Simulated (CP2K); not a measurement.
Rh:

```
Rh
1.0
     2.68397    0.00000    0.00000
     1.34198    2.32438    0.00000
     1.34198    0.77479    2.19145
Rh
1
Cartesian
  0.0000 0.0000 0.0000
```

Program: CP2K 2026.2. Alike in all runs: task band structure; no spin polarisation; cell as given; k mesh 12 × 12 × 12.

Question: Order these runs on this cell by their pressure, lowest first.
A. level r2SCAN; potentials or basis POTENTIAL_UZH Rh GTH-SCAN-q17; TZVP-MOLOPT-SCAN-GTH basis; smearing fermi-dirac 0.01 eV; NGRIDS 4; basis sets Rh TZVP-MOLOPT-SCAN-GTH-q17; potentials Rh GTH-SCAN-q17 of POTENTIAL_UZH; points a segment of the path (NPOINTS) 8; bands added on the path 2
B. level LDA; potentials or basis GTH_POTENTIALS Rh GTH-PADE-q17; TZVP-MOLOPT-PBE-GTH basis; smearing fermi-dirac 0.0259 eV; NGRIDS 5; basis sets Rh TZVP-MOLOPT-PBE-GTH-q17; potentials Rh GTH-PADE-q17 of GTH_POTENTIALS; points a segment of the path (NPOINTS) 6; bands added on the path 4
C. level PBE; potentials or basis POTENTIAL_UZH Rh GTH-PBE-q17; TZVP-MOLOPT-PBE-GTH basis; smearing fermi-dirac 0.01 eV; NGRIDS 4; basis sets Rh TZVP-MOLOPT-PBE-GTH-q17; potentials Rh GTH-PBE-q17 of POTENTIAL_UZH; points a segment of the path (NPOINTS) 10; bands added on the path 2
D. level PBEsol; potentials or basis POTENTIAL_UZH Rh GTH-PBE-q17; TZVP-MOLOPT-PBE-GTH basis; smearing fermi-dirac 0.0259 eV; NGRIDS 5; basis sets Rh TZVP-MOLOPT-PBE-GTH-q17; potentials Rh GTH-PBE-q17 of POTENTIAL_UZH; points a segment of the path (NPOINTS) 8; bands added on the path 6

Answer: B (-15.8 GPa), D (-1.2 GPa), C (9.6 GPa), A (13.9 GPa).

Caveats: the basis of atomic orbitals isn't converged, which shifts pressures, moduli and gaps; so large a pressure means that the cell lies far from this level's equilibrium, or that cutoff or potentials fall short (some runs); the potentials were made for another functional, which shifts forces and pressure (some runs).
